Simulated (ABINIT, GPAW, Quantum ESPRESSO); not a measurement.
# The band gap of CO2, sorted by core time

```
CELL_PARAMETERS angstrom
-1.97473 1.97473 3.01406
1.97473 -1.97473 3.01406
1.97473 1.97473 -3.01406
ATOMIC_POSITIONS crystal
O 0.87500 0.95980 0.58480
O 0.37500 0.29020 0.41520
O 0.04020 0.62500 0.91520
O 0.70980 0.12500 0.08480
C 0.00000 0.00000 0.00000
C 0.75000 0.25000 0.50000
```

The cell comes from a database or a generator and needn't be the stable form of this composition.

```csv
rung,level,program and potentials,cutoff (eV),k mesh,task,core time,chip,band gap (eV),notes
LDA,LDA,"ABINIT, JTH PAW LDA v2.0",626,4 × 4 × 4,single point,14 s,Arm Neoverse V2,7.40,coarse mesh
LDA,LDA,"Quantum ESPRESSO, GBRV 1.5 LDA",612,9 × 9 × 9,band structure,49 s,Intel Xeon 6975P-C Granite Rapids,7.46,from the band path
GGA,PBEsol,"Quantum ESPRESSO, GBRV 1.5 PBEsol",612,9 × 9 × 9,band structure,49 s,Intel Xeon 6975P-C Granite Rapids,7.58,-
LDA,LDA,"GPAW, the program's PAW data sets (release 1.2.1) made for this functional",800,6 × 6 × 6,band structure,2.3 min,Arm Neoverse V2,(a),-
LDA,LDA,"ABINIT, JTH PAW LDA v2.0",626,9 × 9 × 9,band structure,2.4 min,Arm Neoverse V2,7.40,from the band path
meta-GGA,r2SCAN,"GPAW, GPAW PAW data sets (gpaw-data 1.2.1)",800,6 × 6 × 6,band structure,6.7 min,Arm Neoverse V2,8.49,potentials made for PBE
```

Times are single runs on shared hosts and different chips, so they are rough; meshes, cutoffs and the tasks' sizes weigh on the time. All rows: no spin polarisation. Gaps are the least found on the k mesh or the band path, and a mesh can miss the band edges. Meshes differ between rows, which moves values too. All levels ran on this one cell, unrelaxed unless noted. Meshes are those of the run's cell of 6 atoms unless a note names another. Runs on faulty files, with rough fits or with known faults for this quantity aren't shown. PBE isn't shown for this crystal. No row holds spin-orbit coupling.

Question: Estimate the value left out from the other rows.

Answer: (a) 7.45 eV.
